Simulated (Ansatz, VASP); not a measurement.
## Two plane-wave programs on Ga

```
Ga
1.0
     1.74636    1.00826    3.72031
    -1.74636    1.00826    3.72031
     0.00000   -2.01652    3.72031
Ga
2
Direct
  0.24989 0.24989 0.24989
  0.75011 0.75011 0.75011
```

Alike in both runs: functional PBE; k mesh 6 × 6 × 6; occupations gaussian, width 0.1 eV; no spin polarisation.

Ansatz relaxed the structure, and its values are those at the end. VASP's run is a single point on that final structure, the one shown.

|  | VASP | Ansatz |
| --- | --- | --- |
| version | VASP 6.6.1 | Ansatz 0.2.0 |
| potentials or method | VASP PAW PBE potentials, release 64 (Ga_d) | scalar-relativistic, plane waves, PAW |
| plane-wave cutoff (eV) | 520 | 420 |
| valence electrons in the cell | 26 | 26 |

|  | VASP | Ansatz | Ansatz less VASP |
| --- | --- | --- | --- |
| gap on the k mesh at the Fermi level (eV) | none | none | - |
| pressure (GPa) | 0.0 | -0.2 | -0.15 |
| rms of the force components (eV/Å) | 0.008 | 0.008 | 0.0000 |

A gap of «none» marks a metal or a gap that the smearing closes.
